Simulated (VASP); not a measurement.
**Hg: single point with RPBE**

Crystal: Hg.

```xyz
3
Lattice="4.5400 0.0000 0.0000 -2.2700 3.9318 0.0000 0.0000 0.0000 3.8700" Properties=species:S:1:pos:R:3 pbc="T T T"
Hg    0.0000    2.6212    1.9350
Hg    0.0000    0.0000    0.0000
Hg    2.2700    1.3106    1.9350
```

* Program: VASP 6.6.1
* Task: single point
* Functional: RPBE
* Potentials or basis: VASP PAW PBE potentials, release 64 (Hg)
* Cutoff: 520 eV
* k mesh: 4 × 4 × 4
* Occupations: gaussian, width 0.15 eV
* Spin: no spin polarisation
* Dipole correction: no
* Further INCAR settings: ALGO = Normal; EDIFF = 1e-06; NBANDS = 25

- Pressure: 16.7 GPa
- Band gap on the k mesh: none (metal or under the smearing width)

Stress tensor (GPa, compression positive):
```
21.26  0.00  0.00
 0.00 21.26  0.00
 0.00  0.00  7.43
```

Levels at points of the mesh, in eV from the Fermi level:
| k point | band 14 | band 15 | band 16 | band 17 | band 18 | band 19 | band 20 | band 21 | band 22 | band 23 |
| --- | --- | --- | --- | --- | --- | --- | --- | --- | --- | --- |
| (0.00, 0.00, 0.00) | -6.79 | -6.08 | -6.08 | 0.38 | 1.95 | 2.66 | 3.57 | 3.57 | 3.84 | 3.84 |
| (0.50, 0.00, 0.00) | -6.41 | -6.01 | -5.85 | -5.06 | -0.67 | 0.29 | 6.08 | 6.14 | 7.03 | 7.76 |
| (0.00, 0.00, 0.50) | -6.20 | -6.20 | -6.15 | -5.23 | 4.23 | 4.23 | 4.25 | 4.85 | 5.30 | 5.62 |
| (0.50, 0.00, 0.50) | -6.17 | -6.15 | -3.97 | -3.17 | -2.36 | -1.25 | 2.30 | 3.47 | 3.88 | 4.89 |

Wall time 23 s on 1 thread of Intel(R) Xeon(R) Platinum 8175M CPU @ 2.50GHz (Skylake/Cascade Lake), with other jobs on the host, peak memory 0.18 GiB.

Caveat: the k mesh is coarse (spacing up to 0.41 Å⁻¹), so the values aren't converged; so large a pressure means that the cell lies far from this level's equilibrium, or that cutoff or potentials fall short; the potentials were made for another functional, which shifts forces and pressure. The run has no spin-orbit coupling, so splittings on Hg are missing.
